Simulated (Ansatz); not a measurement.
# Ti3C2: the cost of one run

Method: DFT PBE, scalar-relativistic, plane waves, PAW, in Ansatz 0.2.0.

## Step 1: Starting point

The structure is hexagonal, space group P-6m2 (No. 187). Conventional cell: a = 4.643 Å, b = 4.643 Å, c = 4.084 Å, α = 90.00°, β = 90.00°, γ = 120.00°. Around Ti (site symmetry mm2) lie 2 Ti at 1.93 Å and 2 C at 2.33 Å. Around C (site symmetry -6m2) lie 2 C at 2.04 Å. C (site symmetry -6m2) is surrounded by 2 C at 2.04 Å and 6 Ti at 2.33 Å.

Structure file:

```
Ti C
1.0
     4.64304    0.00000    0.00000
    -2.32152    4.02099    0.00000
     0.00000    0.00000    4.08413
Ti C
3 2
Direct
  0.80489 0.19511 0.50000
  0.80489 0.60979 0.50000
  0.39021 0.19511 0.50000
  0.33333 0.66667 0.00000
  0.33333 0.66667 0.50000
```

Recipe of the guess: random cell by space group and Wyckoff sites (P-6m2, No. 187). Its size is a rough estimate.

## Step 2: A first look at the guess

The input, input.yaml:

```yaml
crystal:
  lattice:
    - [4.64303659, 0.0, 0.0]
    - [-2.3215183, 4.02098764, 0.0]
    - [0.0, 0.0, 4.08413448]
  atoms:
    - { symbol: Ti, position: [0.80489496, 0.19510504, 0.5] }
    - { symbol: Ti, position: [0.80489496, 0.60978992, 0.5] }
    - { symbol: Ti, position: [0.39021008, 0.19510504, 0.5] }
    - { symbol: C, position: [0.33333333, 0.66666667, 0.0] }
    - { symbol: C, position: [0.33333333, 0.66666667, 0.5] }
basis:
  ecutwfc: 420
kpoints:
  mp_grid: { grid: [6, 6, 4] }
hamiltonian:
  xc: pbe
scf:
  occupations: { method: gaussian, width: 0.1 }
  lower_state_search: "off"
output:
  forces: true
  stress: true
  eigenvalues: true
```

Launch:

```sh
> ansatz run input.yaml --threads 1 --pin off --max-ram 2560MiB --backend cpu --events-out ev --progress --plain --runs-dir out
```

Q: Estimate wall time and peak memory on 1 thread of Intel Xeon Platinum 8259CL at 2.50GHz (Skylake/Cascade Lake), shared host.

About 3.9 s, with a peak of 0.38 GiB.
